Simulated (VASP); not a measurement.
Here is a VASP 6.6.1 calculation.

File INCAR:

```
SYSTEM = VO2
ALGO = Normal
AMIX = 0.2
AMIX_MAG = 0.8
BMIX = 1E-4
BMIX_MAG = 1E-4
EDIFF = 1E-6
ENCUT = 600
GGA = PE
ISIF = 2
ISMEAR = 0
ISPIN = 2
KPAR = 4
LASPH = .True.
LCHARG = .False.
LDAU = .True.
LDAUJ = 0 0
LDAUL = 2 -1
LDAUPRINT = 1
LDAUTYPE = 2
LDAUU = 3.25 0
LMAXMIX = 4
LORBIT = 11
LREAL = .False.
LWAVE = .False.
MAGMOM = 1 1 0 0 0 0
NBANDS = 38
NELM = 150
PREC = Accurate
SIGMA = 0.03
```

Contents of KPOINTS:

```
k-points
0
Gamma
  6 6 10
  0 0 0
```

The input POSCAR:

```
VO2
1.0
    4.5300000000      0.0000000000      0.0000000000
    0.0000000000      4.5300000000      0.0000000000
    0.0000000000      0.0000000000      2.8690000000
V O
2 4
Direct
    0.0000000000      0.0000000000      0.0000000000
    0.5000000000      0.5000000000      0.5000000000
    0.3050000000      0.3050000000      0.0000000000
    0.1950000000      0.8050000000      0.5000000000
    0.6950000000      0.6950000000      0.0000000000
    0.8050000000      0.1950000000      0.5000000000
```

Potentials or basis: VASP PAW PBE potentials, release 64 (V_sv, O).

The run is started by

```sh
$ cat potpaw_PBE.64/V_sv/POTCAR potpaw_PBE.64/O/POTCAR > POTCAR
$ mpirun -np 4 vasp_std > vasp.out
```

Estimate the net moment.

2.00 μB per cell.

Estimate the pressure.

14.3 GPa.

Predict the site moments.

V +1.04; O -0.04 μB.

Predict the largest force.

0.170 eV/Å.

Eigenvalues of the final occupation matrices:
| site | spin | trace | eigenvalues |
| --- | --- | --- | --- |
| site 1 d | 1 | 1.94 | 0.16 0.22 0.31 0.36 0.88 |
| site 1 d | 2 | 0.91 | 0.09 0.10 0.12 0.27 0.33 |
| site 2 d | 1 | 1.94 | 0.16 0.22 0.31 0.36 0.88 |
| site 2 d | 2 | 0.91 | 0.09 0.10 0.12 0.27 0.33 |

The state reached can hang on the start; a lower one may exist.
